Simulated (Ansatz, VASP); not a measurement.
# One calculation of Pt, two programs

```
Pt
1.0
    -1.55188    1.55188    1.55188
     1.55188   -1.55188    1.55188
     1.55188    1.55188   -1.55188
Pt
1
Direct
  0.00000 0.00000 0.00000
```

Change from the starting cell: volume scaled by 0.94.

Alike in both runs: task single point; functional PBE; k mesh 12 × 12 × 12; occupations fermi-dirac, width 0.05 eV; no spin polarisation.

|  | VASP | Ansatz |
| --- | --- | --- |
| version | VASP 6.6.1 | Ansatz 0.2.0 |
| potentials or method | VASP PAW PBE potentials, release 64 (Pt), cutoff 520 eV | all-electron LAPW, scalar-relativistic |

Ansatz gave:

- gap on the k mesh at the Fermi level (eV): none
- pressure (GPa): 15.7

**Question.** What did VASP give for the same quantities?

**Answer.** gap on the k mesh at the Fermi level (eV): none; pressure (GPa): 15.2.

A gap of «none» marks a metal or a gap that the smearing closes. Ansatz ran all-electron here, so the differences hold the error of VASP's frozen core and of both bases.

Caveats: so large a pressure means that the cell lies far from this level's equilibrium, or that cutoff or potentials fall short (VASP). Spin-orbit coupling is left out, which matters for the levels of Pt.
